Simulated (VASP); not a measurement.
Method: PBE GGA, VASP's PBE PAW potentials (set 64) (plane waves; VASP).

The input files of a VASP run:

INCAR:
```
SYSTEM = BeO
PREC = Accurate
ENCUT = 520
EDIFF = 1E-7
NELM = 100
ALGO = Normal
LREAL = .FALSE.
LASPH = .TRUE.
ISMEAR = 0
SIGMA = 0.05
GGA = PE
LWAVE = .FALSE.
LCHARG = .FALSE.
LORBIT = 11
ICHARG = 11
```

KPOINTS:
```
k-points along high-symmetry lines
10
Line-mode
Reciprocal
  0.000000   0.000000   0.000000 ! GAMMA
 -0.000000   0.500000   0.000000 ! M

 -0.000000   0.500000   0.000000 ! M
 -0.333333   0.666667   0.000000 ! K

 -0.333333   0.666667   0.000000 ! K
  0.000000   0.000000   0.000000 ! GAMMA

  0.000000   0.000000   0.000000 ! GAMMA
  0.000000   0.000000   0.500000 ! A

  0.000000   0.000000   0.500000 ! A
 -0.000000   0.500000   0.500000 ! L

 -0.000000   0.500000   0.500000 ! L
 -0.333333   0.666667   0.500000 ! H

 -0.333333   0.666667   0.500000 ! H
  0.000000   0.000000   0.500000 ! A

 -0.000000   0.500000   0.500000 ! L
 -0.000000   0.500000   0.000000 ! M

 -0.333333   0.666667   0.500000 ! H
 -0.333333   0.666667   0.000000 ! K
```

File POSCAR:
```
BeO
1
    1.3568908914    -2.3502043804     0.0000000000
    1.3568908914     2.3502043804     0.0000000000
    0.0000000000     0.0000000000     4.4051592171
Be O
2 2
Direct
  0.6666670000   0.3333330000   0.5000376323
  0.3333330000   0.6666670000   0.0000376323
  0.6666670000   0.3333330000   0.8779623677
  0.3333330000   0.6666670000   0.3779623677
```

POTCAR, in this order: Be O (PBE.64 set). Program: vasp_std. Read from the step before: CHGCAR.

The run wrote:

OSZICAR:
```
       N       E                     dE             d eps       ncg     rms          rms(c)
DAV:   1     0.589059022201E+02    0.58906E+02   -0.86730E+03  2168   0.126E+03
DAV:   2    -0.245624748730E+02   -0.83468E+02   -0.76502E+02  2876   0.268E+02
DAV:   3    -0.276458431474E+02   -0.30834E+01   -0.30679E+01  2844   0.534E+01
DAV:   4    -0.276722163006E+02   -0.26373E-01   -0.26358E-01  2620   0.544E+00
DAV:   5    -0.276726569070E+02   -0.44061E-03   -0.44049E-03  2752   0.577E-01
DAV:   6    -0.276726691810E+02   -0.12274E-04   -0.12273E-04  2700   0.849E-02
DAV:   7    -0.276726695781E+02   -0.39719E-06   -0.39712E-06  2684   0.130E-02
DAV:   8    -0.276726695928E+02   -0.14632E-07   -0.14674E-07  2196   0.229E-03
   1 F= -.27672670E+02 E0= -.27672670E+02  d E =-.283058E-19
```

### OUTCAR
```
 val. band max:        3.4655185131   @ k =   0.0000   0.0000   0.0000

 cond. band min:      10.8920920590   @ k =   0.0000   0.0000   0.0000



 k-point     1 :       0.0000    0.0000    0.0000
  band No.  band energies     occupation
      1     -15.1307      2.00000
      2     -13.3653      2.00000
      3      -2.6870      2.00000
      4       2.4663      2.00000
      5       2.4663      2.00000
      6       3.4221      2.00000
      7       3.4221      2.00000
      8       3.4655      2.00000
      9      10.8921      0.00000
     10      14.8891      0.00000
     11      17.6076      0.00000
     12      17.6087      0.00000

 k-point     2 :       0.0000    0.0556    0.0000
  band No.  band energies     occupation
      1     -15.0949      2.00000
      2     -13.3459      2.00000
      3      -2.6419      2.00000
      4       2.3146      2.00000
      5       2.4020      2.00000
      6       3.2499      2.00000
      7       3.3999      2.00000
      8       3.4389      2.00000
      9      11.0272      0.00000
     10      15.0217      0.00000
     11      17.5899      0.00000
     12      17.6982      0.00000

 k-point     3 :       0.0000    0.1111    0.0000
  band No.  band energies     occupation
      1     -14.9886      2.00000
      2     -13.2900      2.00000
      3      -2.5084      2.00000
      4       1.8836      2.00000
      5       2.2262      2.00000
      6       2.7969      2.00000
      7       3.3313      2.00000
      8       3.3572      2.00000
      9      11.3810      0.00000
     10      15.3634      0.00000
     11      17.3471      0.00000
     12      17.7382      0.00000

 k-point     4 :       0.0000    0.1667    0.0000
  band No.  band energies     occupation
      1     -14.8175      2.00000
      2     -13.2057      2.00000
      3      -2.2929      2.00000
      4       1.2457      2.00000
      5       1.9783      2.00000
      6       2.1876      2.00000
      7       3.2180      2.00000
...
```

The density is held fixed in this step, so its total energy and stress have no physical meaning.

The compound is BeO in the wurtzite structure. It was relaxed first.
